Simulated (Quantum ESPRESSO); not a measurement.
Runs of Quantum ESPRESSO 7.5 on WS2. The cell holds a slab with vacuum, 6 atoms: a = 3.184 Å, b = 3.184 Å, c = 35.070 Å, α = 90.00°, β = 90.00°, γ = 120.00°. 

| k mesh | gap on the mesh (eV) | largest force (eV/Å) |
| --- | --- | --- |
| 10 × 10 × 1 | 1.99 | 0.26 |
| 8 × 8 × 1 | (a) | 0.26 |
| 6 × 6 × 1 | 1.79 | 0.27 |
| 12 × 12 × 1 | 1.79 | 0.26 |

Alike in all rows: task work function; level PBE; potentials or basis PseudoDojo 0.4.1 SR PBE standard; no spin polarisation; cell as given; cutoff (eV) 1007; smearing fermi-dirac 0.05 eV.

Problem. Estimate the missing entries.

Solution. (a) 2.06.

Caveats: ionisation potential and electron affinity come from Kohn-Sham levels, which understate the gap; spin-orbit coupling is left out, which moves the levels of the heavy elements.

A k mesh can miss the band edges, and the runs leave out spin-orbit coupling on W.
